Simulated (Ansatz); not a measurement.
BaF₂:
```xyz
3
Lattice="0.0000 3.0222 3.0222 3.0222 0.0000 3.0222 3.0222 3.0222 0.0000" Properties=species:S:1:pos:R:3 pbc="T T T"
Ba     0.0000     0.0000     0.0000
F      1.5111     1.5111     1.5111
F      4.5334     4.5334     4.5334
```

Relaxed with LDA.

**Question.** Decompose the optical modes at the zone centre into irreducible representations, and say which are infrared and Raman allowed.

**Answer.** Point group m-3m: Γ_opt = T1u + T2g. Infrared: T1u. Raman: T2g.

**Question.** Assign frequencies (DFPT, LDA in the plane-wave PAW code Ansatz; without the LO–TO term).

**Answer.** T1u 200, T2g 255 cm⁻¹.

Space group Fm-3m (fluorite). Symmetry was held in the LDA relaxation; phonons on a q-mesh show no instability. Spin–orbit coupling is left out wherever it is not named.

Potentials: the later of the program's two PAW sets.
